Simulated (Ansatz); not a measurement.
A run of Ansatz 0.2.0:

Contents of input.yaml:

```yaml
crystal:
  lattice:
    - [3.18, 0.0, 0.0]
    - [-1.59, 2.753960784, 0.0]
    - [0.0, 0.0, 12.5]
  atoms:
    - { symbol: W, position: [0.6666666667, 0.3333333333, 0.75] }
    - { symbol: W, position: [0.3333333333, 0.6666666667, 0.25] }
    - { symbol: S, position: [0.6666666667, 0.3333333333, 0.375] }
    - { symbol: S, position: [0.3333333333, 0.6666666667, 0.875] }
    - { symbol: S, position: [0.6666666667, 0.3333333333, 0.125] }
    - { symbol: S, position: [0.3333333333, 0.6666666667, 0.625] }
hamiltonian:
  xc: pbe
  pseudopotentials: { kind: paw }
kpoints:
  mp_grid: { grid: [10, 10, 3] }
scf:
  occupations: { method: fermi_dirac, width: 0.05 }
output:
  forces: true
  stress: true
  eigenvalues: true
relax:
  f_tol: 0.01
  max_steps: 40
  cell: { stress_tol: 0.05, p_target: 2.0 }
```

Potentials or basis: Ansatz PAW.

Launch:

```console
$ ansatz run input.yaml --threads 2 --pin off --max-ram 5632MiB --backend cpu --events-out ev --progress --plain --runs-dir out
```

Hardware: 2 threads of Arm Neoverse V1, with other jobs on the host.

Task: Estimate the wall time of this run.

Result: Run time: 24 s on 2 threads of Arm Neoverse V1, on a shared host, peak memory 0.42 GiB. Counts: scf iterations 35, plane waves 2167, k points 28, bands 32, ion steps 6.
